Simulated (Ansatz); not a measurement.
CsPbCl3: equation of state with PBE

CsPbCl3:

```
Pb Cs Cl
1.0
     5.60500    0.00000    0.00000
     0.00000    5.60500    0.00000
     0.00000    0.00000    5.60500
Pb Cs Cl
1 1 3
Direct
  0.50000 0.50000 0.50000
  0.00000 0.00000 0.00000
  0.50000 0.00000 0.50000
  0.00000 0.50000 0.50000
  0.50000 0.50000 0.00000
```

- Program: Ansatz 0.2.0
- Task: equation of state
- Functional: PBE
- Potentials or basis: Ansatz PAW
- Cutoff: 420 eV
- Density cutoff: 1680 eV
- k mesh: 5 × 5 × 5
- Occupations: fermi-dirac, width 0.05 eV
- Spin: no spin polarisation

```
Equilibrium volume : 37.69 Å³/atom (rough: see the caveat)
Bulk modulus       : 22 GPa (rough)
```

Energy against volume, from the lowest point:
```csv
volume (Å³/atom),energy (meV/atom)
33.104,48.17
33.809,33.11
34.513,21.27
35.217,12.32
35.922,5.95
36.626,1.93
37.330,0.00
```

All runs of the series together: 16 s on 2 threads of Arm Neoverse V1, on a shared host.

Caveat: the minimum lies outside the volumes run. The run has no spin-orbit coupling, so splittings on Cs, Pb are missing.
